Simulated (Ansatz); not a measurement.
## Si: moving Si off its site

Si, P6_3/mmc, a = 3.802 Å, c = 6.289 Å. This isn't the element's structure at ambient conditions. Ansatz: LDA, PAW, 420 eV, Γ-centred 12×12×6 mesh on 4 atoms, Gaussian smearing 0.03 eV; no spin polarisation.

```
CELL_PARAMETERS angstrom
3.80198 0.00000 0.00000
-1.90099 3.29261 0.00000
0.00000 0.00000 6.28912
ATOMIC_POSITIONS crystal
Si 0.33333 0.66667 0.06303
Si 0.66667 0.33333 0.56303
Si 0.33333 0.66667 0.43697
Si 0.66667 0.33333 0.93697
```

Atom 1 (Si) moves by x along the unit vector (0.000, 0.000, 1.000), with its periodic images; all else is held. y is the free energy of the cell over the start, F the force along the path summed over the moved atoms.

| x (Å) | y (meV) | F (eV/Å) |
| --- | --- | --- |
| -0.450 | 922.7 | 2.99 |
| -0.360 | 657.3 | 2.89 |
| -0.270 | 409.9 | 2.58 |
| -0.180 | 200.7 | 2.03 |
| -0.090 | 54.7 | 1.16 |
| 0.000 | 0.0 | 0.00 |
| 0.180 | 279.8 | -3.36 |
| 0.270 | 680.8 | -5.63 |
| 0.360 | 1309.3 | -8.42 |
| 0.450 | ? | ? |

Task: Fit y = c2 x² + c3 x³ + c4 x⁴ to the energies of the other rows, give the force constant, and predict energy and force of the missing row.

Result: Least squares on the rows shown. y = 7371.8 x² + 6977.3 x³ + 1614.4 x⁴. The force constant is 2 c2 = 14.7 eV/Å² (for all images moving together, not for a lone atom). The force −dy/dx at the missing row is -11.46 eV/Å (computed -11.96). At x = 0.450 the fit asked for gives 2194.8 meV. The run gave 2218.3 meV, so the fit is 23.5 meV too low, 1.1 % of the span of the series, against an rms of 1.3 meV on the fitted rows. The row lies outside the fitted range. With a term in x⁵ added, a fit to the same known rows predicts 2209.2 meV, so most of the miss is curvature that the known rows already hold.

The well is strongly lopsided: at 0.360 Å the displacement costs 1309.3 meV, against 657.3 meV at -0.360 Å. The cell is hexagonal diamond (lonsdaleite-type) silicon, in which each atom has one bond along c and three slanted ones. Positive x drives the atom into its axial neighbour, so Pauli repulsion in the shortened bond steepens the wall while the three other bonds stretch. Negative x lengthens the axial bond and moves the atom towards the plane of its other three neighbours. Those bonds shorten only slightly, because the motion is largely perpendicular to them, and the restoring force levels off, from 2.89 to 2.99 eV/Å over the last step.

The positive cubic term captures this asymmetry. The quartic form still underestimates both energy and force at 0.450 Å, as expected for a repulsion that rises faster than a low-order polynomial. Since moving one of the four sublattices alone is not a normal mode, the force constant does not by itself give a phonon frequency.
